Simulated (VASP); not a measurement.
Crystal: BaTiO3.

```
Ba Ti O
1.0
     3.96658    0.00000    0.00000
     0.00000    3.96658    0.00000
     0.00000    0.00000    4.06565
Ba Ti O
1 1 3
Cartesian
  1.9833 1.9833 2.3670
  0.0000 0.0000 0.4009
  0.0000 1.9833 0.2596
  1.9833 0.0000 0.2596
  0.0000 3.9666 2.2422
```

The cell is a database's computed one.

Base run:

| Quantity | Value |
| --- | --- |
| Program | VASP 6.6.1 |
| Functional | r2SCAN |
| Potentials or basis | VASP PAW PBE potentials, release 64 (Ba_sv, Ti_sv, O) |
| Cutoff | 520 eV |
| k mesh | 8 × 8 × 8 |
| Occupations | gaussian, width 0.02 eV |
| Spin | no spin polarisation |

Its results: band gap on the k mesh 2.21 eV, indirect (least direct gap 2.64 eV); pressure 3.5 GPa; largest force 0.089 eV/Å.

Problem. The run is repeated on the same cell with these changes: functional from r2SCAN to PBEsol; cutoff from 520 eV to 700 eV. What comes out?

Solution. Band gap on the k mesh 1.77 eV, indirect (least direct gap 2.19 eV); pressure 0.0 GPa; largest force 0.008 eV/Å.

r2SCAN gives the wider gap, since meta-GGAs in the generalised Kohn-Sham scheme recover part of the derivative discontinuity.

Caveats: the PAW data sets were made with another functional, which shifts forces and pressure a little; spin-orbit coupling is left out, which moves the levels of the heavy elements.

A k mesh can miss the band edges.

Not every run made on this cell is shown here.
